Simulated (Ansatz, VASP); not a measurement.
**One calculation of Ag, two programs**

```
CELL_PARAMETERS angstrom
0.00000 2.07375 2.07375
2.07375 0.00000 2.07375
2.07375 2.07375 0.00000
ATOMIC_POSITIONS crystal
Ag 0.00000 0.00000 0.00000
```

Alike in both runs: functional PBE; k mesh 18 × 18 × 18; occupations gaussian, width 0.1 eV; no spin polarisation.

Ansatz relaxed the structure, and its values are those at the end. VASP's run is a single point on that final structure, the one shown.

|  | VASP | Ansatz |
| --- | --- | --- |
| version | VASP 6.6.1 | Ansatz 0.2.0 |
| potentials or method | VASP PAW PBE potentials, release 64 (Ag) | scalar-relativistic, plane waves, PAW |
| plane-wave cutoff (eV) | 520 | 420 |
| valence electrons in the cell | 11 | 19 |

|  | VASP | Ansatz | Ansatz less VASP |
| --- | --- | --- | --- |
| gap on the k mesh at the Fermi level (eV) | none | none | - |
| pressure (GPa) | -0.1 | 0.0 | +0.11 |

A gap of «none» marks a metal or a gap that the smearing closes. The two sets of potentials don't hold the same shells in valence.
